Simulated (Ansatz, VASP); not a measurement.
# One calculation of Sb, two programs

```
Sb
1.0
    -1.98197    1.98197    1.98197
     1.98197   -1.98197    1.98197
     1.98197    1.98197   -1.98197
Sb
1
Direct
  0.00000 0.00000 0.00000
```

Alike in both runs: task single point; functional BLYP; k mesh 13 × 13 × 13; occupations fermi-dirac, width 0.1 eV; no spin polarisation.

|  | VASP | Ansatz |
| --- | --- | --- |
| version | VASP 6.6.1 | Ansatz 0.2.0 |
| potentials or method | VASP PAW PBE potentials, release 64 (Sb) | plane waves (420 eV) with PAW, scalar-relativistic |
| plane-wave cutoff (eV) | 520 | 420 |
| valence electrons in the cell | 5 | 15 |

```tsv
	VASP	Ansatz	Ansatz less VASP
pressure (GPa)	-1.3	-1.4	-0.10
```

The functional is the same, so the differences come from potentials, cutoffs and numerics. The two sets of potentials don't hold the same shells in valence.

Caveats: the PAW data sets were made with another functional, which shifts forces and pressure a little (VASP). Spin-orbit coupling is left out, which matters for the levels of Sb.
